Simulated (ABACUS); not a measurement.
# Ge (I4_1/amd) in ABACUS: settings compared

One crystal, Ge, is run at these levels: rSCAN, BLYP; tasks: band structure, equation of state.

All numbers are computed with ABACUS 3.10.1; they aren't measurements. Logs are shortened: lines on timing, memory, paths and dates and some standing lists are left out, and cuts for length are marked.

**1. The structure**

The structure is tetragonal, space group I4_1/amd (No. 141). Conventional cell: a = 5.149 Å, b = 5.149 Å, c = 2.795 Å, α = 90.00°, β = 90.00°, γ = 90.00°. Ge (site symmetry -4m2) is surrounded by 6 Ge at 2.67 to 2.79 Å.

This isn't the form of Ge at room conditions, which is diamond.

**2. Band structure, rSCAN**

INPUT reads:

```
INPUT_PARAMETERS
suffix              Ge
calculation         nscf
basis_type          pw
pseudo_dir          ./
symmetry            -1
dft_functional      MGGA_X_RSCAN+MGGA_C_RSCAN
ecutwfc             91.0
pseudo_rcut         10
nspin               1
nbands              24
ks_solver           dav
smearing_method     fd
smearing_sigma      0.00367493
scf_thr             1e-08
scf_nmax            100
mixing_type         broyden
mixing_beta         0.7
mixing_tau          1
init_chg            file
pw_diag_thr         1e-07
out_band            1
kpar                4
```

STRU reads:

```
ATOMIC_SPECIES
Ge 72.6300 Ge_ONCV_PBE-1.2.upf

LATTICE_CONSTANT
1.8897261246

LATTICE_VECTORS
-2.5744897190 2.5744897190 1.3974126432
2.5744897190 -2.5744897190 1.3974126432
2.5744897190 2.5744897190 -1.3974126432

ATOMIC_POSITIONS
Direct

Ge
0.0
2
0.5000000000 0.5000000000 0.0000000000 1 1 1
0.2500000000 0.7500000000 0.5000000000 1 1 1
```

KPT reads:

```
K_POINTS
11
Line
0.00000000 0.00000000 0.00000000 10 // G
0.00000000 0.00000000 0.50000000 10 // X
-0.50000000 0.50000000 0.50000000 10 // M
0.00000000 0.00000000 0.00000000 10 // G
0.32365581 0.32365581 -0.32365581 10 // Z
0.25000000 0.25000000 0.25000000 10 // P
0.00000000 0.50000000 0.00000000 10 // N
-0.32365581 0.67634419 0.32365581 10 // Z1
-0.50000000 0.50000000 0.50000000 1 // M
0.00000000 0.00000000 0.50000000 10 // X
0.25000000 0.25000000 0.25000000 1 // P
```

Potentials or basis: SG15 ONCV 1.2 PBE, plane waves.

Command:

```console
$ OMP_NUM_THREADS=1 mpirun -np 4 abacus > log
```

running log:

```text
ABACUS v3.10.1

               Atomic-orbital Based Ab-initio Computation at UStc

 ------------------------------------------------------------------------------------

 READING GENERAL INFORMATION
                           global_out_dir = OUT.Ge/
                           global_in_card = INPUT
                               pseudo_dir = ./
                              orbital_dir =
                                    DSIZE = 4
                                    GSIZE = 1

 READING UNITCELL INFORMATION
                                    ntype = 1
                  lattice constant (Bohr) = 1.88973
              lattice constant (Angstrom) = 1

 READING ATOM TYPE 1
                               atom label = Ge
                      L=0, number of zeta = 1
                      L=1, number of zeta = 1
                      L=2, number of zeta = 1
             number of atom for this type = 2

                        TOTAL ATOM NUMBER = 2
DIRECT COORDINATES
    atom                   x                   y                   z     mag                  vx                  vy                  vz
taud_Ge1            0.5000000000        0.5000000000        0.0000000000  0.0000        0.0000000000        0.0000000000        0.0000000000
taud_Ge2            0.2500000000        0.7500000000        0.5000000000  0.0000        0.0000000000        0.0000000000        0.0000000000

                          Volume (Bohr^3) = 250.014
                             Volume (A^3) = 37.0481

 Lattice vectors: (Cartesian coordinate: in unit of a_0)
             -2.57449            +2.57449            +1.39741
             +2.57449            -2.57449            +1.39741
             +2.57449            +2.57449            -1.39741
 Reciprocal vectors: (Cartesian coordinate: in unit of 2 pi/a_0)
                   +0           +0.194213           +0.357804
            +0.194213                  +0           +0.357804
            +0.194213           +0.194213                  +0
 The esolver type has been set to : ksdft_pw

                PAO radial cut off (Bohr) = 10

 Read in pseudopotential file is Ge_ONCV_PBE-1.2.upf
                     pseudopotential type = NC
          exchange-correlation functional = PBE
                 nonlocal core correction = 0
                        valence electrons = 14
                                     lmax = 2
                           number of zeta = 0
                     number of projectors = 6
                           L of projector = 0
                           L of projector = 0
                           L of projector = 1
                           L of projector = 1
                           L of projector = 2
                           L of projector = 2
 XC functional updated to : MGGA_X_RSCAN+MGGA_C_RSCAN
          exchange-correlation functional = MGGA_X_RSCAN+MGGA_C_RSCAN
     initial pseudo atomic orbital number = 0

 SETUP THE ELECTRONS NUMBER
            electron number of element Ge = 14
      total electron number of element Ge = 28
            AUTOSET number of electrons:  = 28
                           occupied bands = 14
                                   NBANDS = 24
                                   NLOCAL = 18

%%%%%%%%%%%%%%%%%%%%%%%%%%%%%%%%%%%%%%%%%%%%%%%%%%%%%%%%%%%%%%%%%%%%%%%%%%%%%%%%%%%%%%%%%%%%%%%%%%%%%%%%%%
 Warning: the number of valence electrons in pseudopotential > 4 for Ge: [Ar] 3d10 4s2 4p2
 Pseudopotentials with additional electrons can yield (more) accurate outcomes, but may be less efficient.
 If you're confident that your chosen pseudopotential is appropriate, you can safely ignore this warning.
%%%%%%%%%%%%%%%%%%%%%%%%%%%%%%%%%%%%%%%%%%%%%%%%%%%%%%%%%%%%%%%%%%%%%%%%%%%%%%%%%%%%%%%%%%%%%%%%%%%%%%%%%%

 SETUP THE PLANE WAVE BASIS
 energy cutoff for charge/potential (unit:Ry) = 364
            fft grid for charge/potential = [ 45, 45, 45 ]
                        fft grid division = [ 1, 1, 1 ]
        big fft grid for charge/potential = [ 45, 45, 45 ]
[... 63 lines left out ...]

 PW ALGORITHM --------------- ION=   1  ELEC=   1--------------------------------

 k(1/92) Iter steps (avg)=18 threshold=1e-07

 k(2/92) Iter steps (avg)=20 threshold=1e-07
 k(3/92) Iter steps (avg)=18 threshold=1e-07

 k(4/92) Iter steps (avg)=18 threshold=1e-07
 k(5/92) Iter steps (avg)=18 threshold=1e-07

 k(6/92) Iter steps (avg)=19 threshold=1e-07
 k(7/92) Iter steps (avg)=20 threshold=1e-07

 k(8/92) Iter steps (avg)=21 threshold=1e-07

 k(9/92) Iter steps (avg)=21 threshold=1e-07

 k(10/92) Iter steps (avg)=24 threshold=1e-07

 k(11/92) Iter steps (avg)=21 threshold=1e-07

 k(12/92) Iter steps (avg)=25 threshold=1e-07
 k(13/92) Iter steps (avg)=25 threshold=1e-07
 k(14/92) Iter steps (avg)=25 threshold=1e-07
 k(15/92) Iter steps (avg)=22 threshold=1e-07
 k(16/92) Iter steps (avg)=22 threshold=1e-07
 k(17/92) Iter steps (avg)=21 threshold=1e-07
 k(18/92) Iter steps (avg)=20 threshold=1e-07
 k(19/92) Iter steps (avg)=20 threshold=1e-07
 k(20/92) Iter steps (avg)=21 threshold=1e-07
 k(21/92) Iter steps (avg)=21 threshold=1e-07
 k(22/92) Iter steps (avg)=24 threshold=1e-07
 k(23/92) Iter steps (avg)=22 threshold=1e-07
[... levels at 23 k points of this process ...]

 Density error is 0.00000000000
                          Error Threshold = 1.00000000000e-07
----------------------------------------------------------
     Energy           Rydberg                 eV
----------------------------------------------------------
 E_KohnSham     -281.6532461607      -3832.0890079819
 E_KS(sigma->0) -281.6531280161      -3832.0874005424
 E_Harris       -281.6532461607      -3832.0890079819
 E_band         -10.8134931499       -147.1251221221
 E_one_elec     -83.6994638533       -1138.7896279493
 E_Hartree      59.3839294616        807.9598103073
 E_xc           -33.2546063742       -452.4521314366
 E_Ewald        -224.0828691056      -3048.8038440242
 E_entropy(-TS) -0.0002362892        -0.0032148791
 E_descf        0.0000000000         0.0000000000
 E_exx          0.0000000000         0.0000000000
 E_Fermi        0.9833846879         13.3796350820
----------------------------------------------------------

 charge density convergence is achieved
 final etot is -3832.0890080 eV
 EFERMI = 13.379635082 eV

 STATE ENERGY(eV) AND OCCUPATIONS    NSPIN == 1
 1/23 kpoint (Cartesian) = 0.0000 0.0000 0.0000 (3637 pws)
       1       -10.6917      0.0217391
       2       -10.6339      0.0217391
       3       -10.6010      0.0217391
       4       -10.5988      0.0217391
       5       -10.4700      0.0217391
       6       -10.4700      0.0217391
[... 16 lines left out ...]
      23        29.5913        0.00000
      24        29.8201        0.00000

 2/23 kpoint (Cartesian) = 0.0097107 0.0097107 0.0000 (3641 pws)
       1       -10.6901      0.0217391
       2       -10.6342      0.0217391
       3       -10.5998      0.0217391
       4       -10.5995      0.0217391
       5       -10.4707      0.0217391
       6       -10.4692      0.0217391
[... 16 lines left out ...]
      23        29.6657        0.00000
      24        29.9028        0.00000

 3/23 kpoint (Cartesian) = 0.019421 0.019421 0.0000 (3637 pws)
       1       -10.6854      0.0217391
       2       -10.6351      0.0217391
       3       -10.6024      0.0217391
       4       -10.5953      0.0217391
       5       -10.4728      0.0217391
       6       -10.4669      0.0217391
[... 16 lines left out ...]
      23        29.9935        0.00000
      24        30.1462        0.00000

 4/23 kpoint (Cartesian) = 0.029132 0.029132 0.0000 (3643 pws)
       1       -10.6777      0.0217391
       2       -10.6364      0.0217391
       3       -10.6063      0.0217391
       4       -10.5882      0.0217391
       5       -10.4766      0.0217391
       6       -10.4636      0.0217391
[... 16 lines left out ...]
      23        30.5378        0.00000
      24        30.5735        0.00000

 5/23 kpoint (Cartesian) = 0.038843 0.038843 0.0000 (3641 pws)
       1       -10.6671      0.0217391
       2       -10.6380      0.0217391
       3       -10.6112      0.0217391
       4       -10.5788      0.0217391
       5       -10.4823      0.0217391
       6       -10.4598      0.0217391
[... 16 lines left out ...]
      23        31.0610        0.00000
      24        31.2602        0.00000

 6/23 kpoint (Cartesian) = 0.048553 0.048553 0.0000 (3647 pws)
       1       -10.6539      0.0217391
       2       -10.6394      0.0217391
       3       -10.6166      0.0217391
       4       -10.5672      0.0217391
       5       -10.4901      0.0217391
       6       -10.4567      0.0217391
[... 16 lines left out ...]
      23        31.6988        0.00000
      24        31.9129        0.00000

[... levels at 17 further k points ...]

 --------------------------------------------
 !FINAL_ETOT_IS -3832.089007981926 eV
 --------------------------------------------

 Output bands in file: OUT.Ge/BANDS_1.dat
```

Wall time 39 s (4 MPI ranks of Intel Xeon Platinum 8488C (Sapphire Rapids), shared host); peak memory 0.52 GiB.

Levels at the corners of the path, in eV from the Fermi level:
| point | band 10 | band 11 | band 12 | band 13 | band 14 | band 15 | band 16 | band 17 | band 18 | band 19 |
| --- | --- | --- | --- | --- | --- | --- | --- | --- | --- | --- |
| Γ | -24.13 | -13.85 | -4.34 | -2.43 | -2.43 | 4.13 | 7.92 | 7.92 | 8.51 | 8.67 |
| X | -24.22 | -11.01 | -11.01 | 0.70 | 0.70 | 2.16 | 2.16 | 7.95 | 7.95 | 12.36 |
| M | -24.27 | -9.30 | -9.30 | -6.00 | -6.00 | 6.59 | 6.59 | 11.40 | 11.40 | 16.39 |
| Γ | -24.13 | -13.85 | -4.34 | -2.43 | -2.43 | 4.13 | 7.92 | 7.92 | 8.51 | 8.67 |
| Z | -24.20 | -7.84 | -6.78 | -3.80 | -3.60 | -3.60 | 3.87 | 7.19 | 7.19 | 12.02 |
| P | -24.20 | -7.23 | -7.23 | -4.39 | -4.39 | 4.45 | 4.45 | 5.11 | 5.11 | 9.02 |
| N | -24.17 | -8.43 | -6.62 | -2.74 | -2.07 | -1.37 | 3.08 | 3.76 | 5.83 | 9.64 |
| Z1 | -24.20 | -7.84 | -6.78 | -3.80 | -3.60 | -3.60 | 3.87 | 7.19 | 7.19 | 12.02 |
| M | -24.27 | -9.30 | -9.30 | -6.00 | -6.00 | 6.59 | 6.59 | 11.40 | 11.40 | 16.39 |
| X | -24.22 | -11.01 | -11.01 | 0.70 | 0.70 | 2.16 | 2.16 | 7.95 | 7.95 | 12.36 |
| P | -24.20 | -7.23 | -7.23 | -4.39 | -4.39 | 4.45 | 4.45 | 5.11 | 5.11 | 9.02 |

Caveat: the density is read from an earlier self-consistent run, whose mesh may be coarse.

(Continued in part 2 of 2.)
